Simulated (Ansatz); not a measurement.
## Orbital character of the bands of GaP

```xyz
2
Lattice="0.0000 2.7252 2.7252 2.7252 0.0000 2.7252 2.7252 2.7252 0.0000" Properties=species:S:1:pos:R:3 pbc="T T T"
Ga    0.0000    0.0000    0.0000
P     4.0879    4.0879    4.0879
```

Atoms are numbered in the order listed.

The cell is COD entry 9008846, as deposited and not checked against the literature; nothing was relaxed.

Theory: DFT, PBEsol, all-electron LAPW, scalar-relativistic in Ansatz 0.2.0.

Numerical set-up: a Γ-centred 12×12×12 k mesh, Fermi–Dirac smearing of 0.08 eV, basis error target 0.5 meV/atom, no spin polarisation.

Weights are projections on a minimal set of Löwdin-orthogonalised atomic shells, summed over atoms of an element; the rest lies outside that basis, and weights on diffuse cation s shells are inflated where empty shells are missing from it. Energies are in eV from the valence-band top.

Points: X (-0.500, -0.500, 0.000), K (-0.375, 0.000, 0.375).

```tsv
state	character
X, -9.52 eV	?
X, -6.80 eV	Ga 4s 50 %, P 3p 49 %
X, -2.71 eV (×2)	?
K, -9.56 eV	P 3s 65 %, Ga 4p 27 %, Ga 3d 4 %
K, -6.59 eV	?
K, -3.99 eV	?
K, -2.28 eV	P 3p 67 %, Ga 4p 32 %
```

Question: Fill in "character" for the row "K, -3.99 eV".

Answer: P 3p 58 %, Ga 4p 40 %.

Question: What belongs in the row "X, -9.52 eV", column "character"?

Answer: P 3s 66 %, Ga 4p 30 %.

Question: Give the missing entry: row "X, -2.71 eV (×2)", column "character".

Answer: P 3p 65 %, Ga 4p 34 %.

Question: Fill in "character" for the row "K, -6.59 eV".

Answer: Ga 4s 49 %, P 3p 46 %.
